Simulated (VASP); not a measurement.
# Na (P6_3/mmc) in VASP: a series of runs

One crystal, Na, is run at these levels: PBE; tasks: single point.

Everything below comes from runs of VASP 6.6.1. Logs are shortened: lines on timing, memory, paths and dates and some standing lists are left out, and cuts for length are marked.

## Step 1: Starting point

The structure is hexagonal, space group P6_3/mmc (No. 194). The conventional cell has a = 3.767 Å, b = 3.767 Å, c = 6.154 Å, α = 90.00°, β = 90.00°, γ = 120.00°. Na (site symmetry -6m2) is surrounded by 12 Na at 3.77 Å.

This isn't the form of Na at room conditions, which is bcc.

## Step 2: Single point, PBE

File INCAR:

```
SYSTEM = Na
PREC     = Accurate       ! precision mode
ENCUT    = 460            ! plane-wave cutoff, eV
EDIFF    = 1E-6           ! SCF threshold, eV
ISMEAR   = 0              ! smearing method
SIGMA    = 0.05           ! smearing width, eV
LREAL    = .FALSE.        ! projectors in reciprocal space
LASPH    = .TRUE.         ! aspherical terms in the spheres
NELM     = 100            ! most SCF steps
ALGO     = Normal         ! electronic algorithm
ISIF     = 2              ! what is computed and relaxed
LWAVE    = .FALSE.        ! write WAVECAR
LCHARG   = .FALSE.        ! write CHGCAR
GGA      = PE             ! functional
NBANDS   = 14             ! bands
ADDGRID  = .FALSE.
```

File KPOINTS:

```
regular mesh
0
G
  12 12 7
  0 0 0
```

File POSCAR:

```
Na
1.0
    3.7670000000      0.0000000000      0.0000000000
   -1.8835000000      3.2623176961      0.0000000000
    0.0000000000      0.0000000000      6.1540000000
Na
2
Direct
    0.6666666667      0.3333333333      0.7500000000
    0.3333333333      0.6666666667      0.2500000000
```

Potentials or basis: VASP PAW PBE potentials, release 64 (Na_pv).

Started as:

```
> cat potpaw_PBE.64/Na_pv/POTCAR > POTCAR
> mpirun -np 1 vasp_std > vasp.out
```

OUTCAR:

```text
SYSTEM = Na
   PREC = Accurate
   ENCUT = 460
   EDIFF = 1E-6
   ISMEAR = 0
   LREAL = .FALSE.
   LASPH = .TRUE.
   NELM = 100
   ISIF = 2
   GGA = PE

 Found     76 irreducible k-points:

 Following reciprocal coordinates:
            Coordinates               Weight
  0.000000  0.000000  0.000000      1.000000
  0.083333  0.000000  0.000000      6.000000
  0.166667 -0.000000  0.000000      6.000000
  0.250000  0.000000  0.000000      6.000000
  0.333333 -0.000000  0.000000      6.000000
  0.416667 -0.000000  0.000000      6.000000
   k-points           NKPTS =     76   k-points in BZ     NKDIM =     76   number of bands    NBANDS=     14
   number of dos      NEDOS =    301   number of ions     NIONS =      2
   total plane-waves  NPLWV =  37632
   dimension x,y,z NGX =    28 NGY =   28 NGZ =   48
   dimension x,y,z NGXF=    56 NGYF=   56 NGZF=   96
   ions per type =               2
   NGX,Y,Z   is equivalent  to a cutoff of  12.36, 12.36, 12.97 a.u.
   NGXF,Y,Z  is equivalent  to a cutoff of  24.71, 24.71, 25.93 a.u.
 SYSTEM =  Na
   PREC   = accura    normal or accurate (medium, high low for compatibility)
   ISTART =      0    job   : 0-new  1-cont  2-samecut
   ICHARG =      2    charge: 1-file 2-atom 10-const
   ISPIN  =      1    spin polarized calculation?
   LNONCOLLINEAR =      F non collinear calculations
   LSORBIT =      F    spin-orbit coupling
   LASPH  =      T    aspherical Exc in radial PAW
   ENCUT  =  460.0 eV  33.81 Ry    5.81 a.u.   6.59  6.59 10.76*2*pi/ulx,y,z
   NELM   =    100;   NELMIN=  2; NELMDL= -5     # of ELM steps
   EDIFF  = 0.1E-05   stopping-criterion for ELM
   LREAL  =      F    real-space projection
   EDIFFG = 0.1E-04   stopping-criterion for IOM
   NSW    =      0    number of steps for IOM
   IBRION =     -1    ionic relax: 0-MD 1-quasi-New 2-CG
   NFREE  =      0    steps in history (QN), initial steepest desc. (CG)
   ISIF   =      2    stress and relaxation
   ISYM   =      2    0-nonsym 1-usesym 2-fastsym
   POTIM  = 0.5000    time-step for ionic-motion
   TEBEG  =    0.0;   TEEND  =   0.0 temperature during run
   PSTRESS=    0.0 pullay stress
   NELECT =      14.0000    total number of electrons
   NUPDOWN=      -1.0000    fix difference up-down
   EMIN   =  10.00;   EMAX   =-10.00  energy-range for DOS
   EFERMI =   0.00;   METHOD = LEGACY
   ISMEAR =     0;   SIGMA  =   0.05  broadening in eV -4-tet -1-fermi 0-gaus
   EFERMI_NEDOS =   21; number of points for ismear=-14 and -15
   IALGO  =     38    algorithm
   IMIX   =      4    mixing-type and parameters
     AMIX     =   0.40;   BMIX     =  1.00
     AMIX_MAG =   1.60;   BMIX_MAG =  1.00
  volume/ion in A,a.u.               =      37.81       255.18
  Fermi-wavevector in a.u.,A,eV,Ry     =   0.933020  1.763153 11.844235  0.870527
  Thomas-Fermi vector in A             =   2.059678
   LORBIT       =      0    0 simple, 1 ext, 2 COOP (PROOUT), +10 PAW based schemes
   GGA     = PE    functional components
   LHFCALC =     F    Hartree Fock is set to
   AEXX    =    0.0000 exact exchange contribution
   IVDW    =     0    specifies the selected vdW correction
   LEPSILON=     F    determine dielectric tensor
   LRPA    =     F    only Hartree local field effects (RPA)
 non-spin polarized calculation
 Gauss-broadening in eV      SIGMA  =   0.05
  energy-cutoff  :      460.00
  volume of cell :       75.63
 maximum number of plane-waves:      1737
 NGX is ok and might be reduce to    28
   NGX = 13   NGY = 13   NGZ = 21

 number of electron      14.0000011 magnetization

 Free energy of the ion-electron system (eV)
  ---------------------------------------------------
  ext. energy  EPLUGINS =         0.00000000
  ---------------------------------------------------
  free energy    TOTEN  =        -2.62250059 eV

  energy without entropy =       -2.62134193  energy(sigma->0) =       -2.62192126

 E-fermi :   0.2595     XC(G=0):  -6.4508

 val. band max:        0.2530295183   @ k =   0.0833   0.0833   0.1429
 cond. band min:       0.3426392449   @ k =   0.2500   0.0833   0.2857
 fundamental gap:      0.0896097266
 Fermi energy:         0.2594893929

 k-point     1 :       0.0000    0.0000    0.0000
  band No.  band energies     occupation
      1     -24.6725      2.00000
      2     -24.6446      2.00000
      3     -24.6446      2.00000
      4     -24.6401      2.00000
      5     -24.6401      2.00000
      6     -24.6401      2.00000
      7      -2.9661      2.00000
      8       0.8232      0.00000
      9       1.2084      0.00000
     10      10.1442      0.00000
     11      10.1442      0.00000
     12      10.4840      0.00000
     13      10.4840      0.00000
     14      10.6375      0.00000

 k-point     2 :       0.0833    0.0000    0.0000
  band No.  band energies     occupation
      1     -24.6718      2.00000
      2     -24.6462      2.00000
      3     -24.6451      2.00000
      4     -24.6418      2.00000
      5     -24.6404      2.00000
      6     -24.6404      2.00000
      7      -2.8647      2.00000
      8       0.9135      0.00000
      9       1.3074      0.00000
     10       8.4844      0.00000
     11       9.3909      0.00000
     12       9.8156      0.00000
     13      11.3488      0.00000
     14      11.4125      0.00000
[... 37 lines left out ...]
      1     -24.6631      2.00000
      2     -24.6629      2.00000
      3     -24.6585      2.00000
      4     -24.6501      2.00000
      5     -24.6445      2.00000
      6     -24.6434      2.00000
      7      -1.3663      2.00000
      8       2.2729      0.00000
      9       2.5643      0.00000
     10       3.5174      0.00000
     11       6.6748      0.00000
     12       6.8500      0.00000
     13       7.6503      0.00000
     14       8.9052      0.00000

 k-point     6 :       0.4167   -0.0000    0.0000
  band No.  band energies     occupation
      1     -24.6677      2.00000
      2     -24.6628      2.00000
      3     -24.6597      2.00000
      4     -24.6515      2.00000
      5     -24.6466      2.00000
      6     -24.6443      2.00000
      7      -0.4873      2.00000
      8       1.7654      0.00000
      9       3.0933      0.00000
     10       3.7415      0.00000
     11       5.2936      0.00000
     12       5.7565      0.00000
     13       7.4012      0.00000
     14       8.3978      0.00000

 [... further k-points ...]

------------------------ aborting loop because EDIFF is reached ----------------------------------------

  FORCE on cell =-STRESS in cart. coord.  units (eV):
  Direction    XX          YY          ZZ          XY          YZ          ZX
  --------------------------------------------------------------------------------------
  -------------------------------------------------------------------------------------
  Total       -0.0671109     -0.0671109     -0.1716888      0.0000000     -0.0000000      0.0000000
  in kB       -1.4217525     -1.4217525     -3.6372507      0.0000000     -0.0000000      0.0000000
  external PRESSURE =      -2.1602519 kB  Pullay stress =       0.0000000 kB

 VOLUME and BASIS-vectors are now :
 -----------------------------------------------------------------------------
  energy-cutoff  :      460.00
  volume of cell :       75.63
      direct lattice vectors                 reciprocal lattice vectors
     3.767000000  0.000000000  0.000000000     0.265463233  0.153265269  0.000000000
    -1.883500000  3.262317696  0.000000000     0.000000000  0.306530538  0.000000000
     0.000000000  0.000000000  6.154000000     0.000000000  0.000000000  0.162495938

 POSITION                                       TOTAL-FORCE (eV/Angst)
 -----------------------------------------------------------------------------------
      1.88350      1.08744      4.61550         0.000000      0.000000      0.000000
     -0.00000      2.17488      1.53850        -0.000000      0.000000      0.000000
 -----------------------------------------------------------------------------------
    total drift:                                0.000000     -0.000000      0.000000

  FREE ENERGIE OF THE ION-ELECTRON SYSTEM (eV)
  ---------------------------------------------------
  free  energy   TOTEN  =        -2.6225005935 eV

  energy  without entropy=       -2.6213419270  energy(sigma->0) =       -2.62192126
```

stdout:

```text
POSCAR found type information on POSCAR Na
 POSCAR found :  1 types and       2 ions
 scaLAPACK will be used
 LDA part: xc-table for (Slater+PW92), standard interpolation
 POSCAR, INCAR and KPOINTS ok, starting setup
 FFT: planning ... GRIDC
 FFT: planning ... GRID_SOFT
 FFT: planning ... GRID
 WAVECAR not read
 entering main loop
```

Wall time 25 s (1 thread of Intel Xeon Platinum 8488C (Sapphire Rapids), shared host); peak memory 0.2 GiB.

These settings aren't checked as converged: the numbers below hold their error.

What came out:

| Item | Value |
| --- | --- |
| Free energy | -2.6225 eV |
| Pressure | -0.2 GPa |
| Band gap on the k mesh | none (metal or under the smearing width) |

## Step 3: Single point, PBE

INCAR is that of step 2.

KPOINTS is that of step 2.

File POSCAR:

```
Na
1.0
    3.7670000000      0.0000000000      0.0000000000
   -1.8835000000      3.2623176961      0.0000000000
    0.0000000000      0.0000000000      6.1540000000
Na
2
Direct
    0.6607270000      0.3253030000      0.7651560000
    0.3322080000      0.6634530000      0.2738460000
```

Potentials or basis: VASP PAW PBE potentials, release 64 (Na_pv).

Started as:

```
> cat potpaw_PBE.64/Na_pv/POTCAR > POTCAR
> mpirun -np 1 vasp_std > vasp.out
```

Run time: 2.4 min. Hardware: 1 thread of Intel Xeon Platinum 8488C (Sapphire Rapids), shared host; peak memory 0.43 GiB.

These settings aren't checked as converged: the numbers below hold their error.

Results:

* Free energy: -2.6215 eV
* Pressure: -0.2 GPa
* Largest force: 0.036 eV/Å
* Band gap on the k mesh: none (metal or under the smearing width)

## Step 4: Single point, PBE

INCAR: that of step 3 with these lines changed.

```diff
@@ -5,3 +5,3 @@
 ISMEAR   = 0              ! smearing method
-SIGMA    = 0.05           ! smearing width, eV
+SIGMA    = 0.02           ! smearing width, eV
 LREAL    = .FALSE.        ! projectors in reciprocal space
```

KPOINTS is that of step 3.

File POSCAR:

```
Na
1.0
    3.7670000000      0.0000000000      0.0000000000
   -1.8835000000      3.2623176961      0.0000000000
    0.0000000000      0.0000000000      6.1540000000
Na
2
Direct
    0.6666666667      0.3333333333      0.7500000000
    0.3333333333      0.6666666667      0.2500000000
```

Potentials or basis: VASP PAW PBE potentials, release 64 (Na_pv).

Started as:

```
> cat potpaw_PBE.64/Na_pv/POTCAR > POTCAR
> mpirun -np 1 vasp_std > vasp.out
```

OUTCAR:

```text
SYSTEM = Na
   PREC = Accurate
   ENCUT = 460
   EDIFF = 1E-6
   ISMEAR = 0
   LREAL = .FALSE.
   LASPH = .TRUE.
   NELM = 100
   ISIF = 2
   GGA = PE

 Found     76 irreducible k-points:

 Following reciprocal coordinates:
            Coordinates               Weight
  0.000000  0.000000  0.000000      1.000000
  0.083333  0.000000  0.000000      6.000000
  0.166667 -0.000000  0.000000      6.000000
  0.250000  0.000000  0.000000      6.000000
  0.333333 -0.000000  0.000000      6.000000
  0.416667 -0.000000  0.000000      6.000000
   k-points           NKPTS =     76   k-points in BZ     NKDIM =     76   number of bands    NBANDS=     14
[... 182 lines left out ...]
  --------------------------------------------------------------------------------------
  -------------------------------------------------------------------------------------
  Total       -0.0575215     -0.0575215     -0.1911581      0.0000000      0.0000000      0.0000000
  in kB       -1.2186007     -1.2186007     -4.0497104      0.0000000      0.0000000      0.0000000
  external PRESSURE =      -2.1623039 kB  Pullay stress =       0.0000000 kB

 VOLUME and BASIS-vectors are now :
 -----------------------------------------------------------------------------
  energy-cutoff  :      460.00
  volume of cell :       75.63
      direct lattice vectors                 reciprocal lattice vectors
     3.767000000  0.000000000  0.000000000     0.265463233  0.153265269  0.000000000
    -1.883500000  3.262317696  0.000000000     0.000000000  0.306530538  0.000000000
     0.000000000  0.000000000  6.154000000     0.000000000  0.000000000  0.162495938

 POSITION                                       TOTAL-FORCE (eV/Angst)
 -----------------------------------------------------------------------------------
      1.88350      1.08744      4.61550        -0.000000      0.000000      0.000000
     -0.00000      2.17488      1.53850         0.000000     -0.000000      0.000000
 -----------------------------------------------------------------------------------
    total drift:                                0.000000     -0.000000      0.000000

  FREE ENERGIE OF THE ION-ELECTRON SYSTEM (eV)
  ---------------------------------------------------
  free  energy   TOTEN  =        -2.6219302769 eV

  energy  without entropy=       -2.6216316451  energy(sigma->0) =       -2.62178096
```

OSZICAR:

```text
N       E                     dE             d eps       ncg     rms          rms(c)
DAV:   1     0.956238370499E+02    0.95624E+02   -0.72717E+03  2136   0.879E+02
DAV:   2     0.114812018486E+01   -0.94476E+02   -0.93552E+02  2218   0.264E+02
DAV:   3    -0.257109531609E+01   -0.37192E+01   -0.37161E+01  2704   0.608E+01
DAV:   4    -0.262200900523E+01   -0.50914E-01   -0.50912E-01  2416   0.760E+00
DAV:   5    -0.262315079426E+01   -0.11418E-02   -0.11418E-02  2722   0.117E+00    0.284E-01
DAV:   6    -0.262244629002E+01    0.70450E-03   -0.10004E-03  2630   0.391E-01    0.191E-01
DAV:   7    -0.262194896758E+01    0.49732E-03   -0.17899E-03  2830   0.455E-01    0.225E-02
DAV:   8    -0.262193023336E+01    0.18734E-04   -0.12782E-04  2794   0.192E-01    0.409E-03
DAV:   9    -0.262193027686E+01   -0.43505E-07   -0.19946E-06  1774   0.223E-02
   1 F= -.26219303E+01 E0= -.26217810E+01  d E =-.298632E-03
```

stdout:

```text
POSCAR found type information on POSCAR Na
 POSCAR found :  1 types and       2 ions
 scaLAPACK will be used
 LDA part: xc-table for (Slater+PW92), standard interpolation
 POSCAR, INCAR and KPOINTS ok, starting setup
 FFT: planning ... GRIDC
 FFT: planning ... GRID_SOFT
 FFT: planning ... GRID
 WAVECAR not read
 entering main loop
```

Wall time 26 s (1 thread of Intel Xeon Platinum 8488C (Sapphire Rapids), shared host); peak memory 0.2 GiB.

The run converged, but some of its settings lie outside the range that counts as converged, so its numbers aren't taken as properties of the crystal.

Results:

```yaml
Free_energy: -2.6219 eV
Pressure: -0.2 GPa
Band_gap_on_the_k_mesh: none (metal or under the smearing width)
```

## Step 5: For comparison

An earlier run on the cell as given: functional PBE; potentials or basis VASP PAW PBE potentials, release 64 (Na_pv); cutoff 520 eV; k mesh 8 × 8 × 5; occupations fermi-dirac, width 0.05 eV; no spin polarisation.

- Pressure: -0.2 GPa
- Band gap on the k mesh: none (metal or under the smearing width)
